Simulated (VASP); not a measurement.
A run of VASP 6.6.1 is set up as follows.

Contents of INCAR:

```
PREC = Accurate
ENCUT = 520
EDIFF = 1E-6
ISMEAR = 0
SIGMA = 0.05
LREAL = F
LASPH = T
NELM = 100
ALGO = Normal
ISIF = 2
LWAVE = F
LCHARG = F
GGA = PE
NBANDS = 14
```

Contents of KPOINTS:

```
regular mesh
0
Gamma
  6 6 6
```

POSCAR

```
NaCl
1.0
    3.5021900000      0.0000000000      0.0000000000
    0.0000000000      3.5021900000      0.0000000000
    0.0000000000      0.0000000000      3.5021900000
Na Cl
1 1
Direct
    0.0000000000      0.0000000000     -0.0285535622
    0.5000000000      0.5000000000      0.5000000000
```

Potentials or basis: VASP PAW PBE potentials, release 64 (Na_pv, Cl).

Run with:

```bash
$ cat potpaw_PBE.64/Na_pv/POTCAR potpaw_PBE.64/Cl/POTCAR > POTCAR
$ mpirun -np 1 vasp_std > vasp.out
```

(1) What does it give for the pressure?

(2) Predict the largest force.

(3) Predict the band gap on the k mesh.

Results:

(1) 0.1 GPa.

(2) 0.034 eV/Å.

(3) 3.98 eV, indirect (least direct gap 4.47 eV).
